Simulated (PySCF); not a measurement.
# Mayer bond orders and bond lengths

cis-1,2-dichloroethene, C₂H₂Cl₂.
SMILES with atom numbers: `[Cl:1]/[CH:2]=[CH:3]\[Cl:4]` (hydrogens: H5 on C2; H6 on C3)

Structure used (GFN2-xTB), in Å, numbered top down from 1:
```
atom  x, y, z in Å
Cl1    1.6629    1.1882    0.0027
C2     0.6554   -0.1962   -0.0066
C3    -0.6684   -0.1413   -0.0034
Cl4   -1.5578    1.3222    0.0104
H5     1.1832   -1.1364   -0.0153
H6    -1.2723   -1.0346   -0.0094
```

Bond orders from the PBE0/pcSseg-1 density (PySCF). Geometry: GFN2-xTB; no solvent, vibrations or thermal averaging.

(1) How far do the computed orders between heavy atoms stray from the drawn ones?

(2) Give the Mayer order of every bond between heavy atoms, beside its length.

(3) And the bonds to hydrogen?

(4) Sum the orders of all bonds at each heavy atom with more than one neighbour and set the sums beside the valence in the SMILES.

Results:

(1) The largest departure is 0.184, at C2–C3 (drawn double, 1.816).

(2) 
```csv
bond,drawn as,length (Å),Mayer order
Cl1–C2,single,1.712,1.073
C2–C3,double,1.325,1.816
C3–Cl4,single,1.713,1.073
```

(3) C–H: 0.93 (2 bonds).

(4) C2 3.822 (drawn 4), C3 3.822 (drawn 4). Orders between atoms that aren't bonded are not in these sums.

For a closed shell the Mayer order of atoms A and B is Σ (PS)μν (PS)νμ over the basis functions μ on A and ν on B, with P the density and S the overlap matrix.
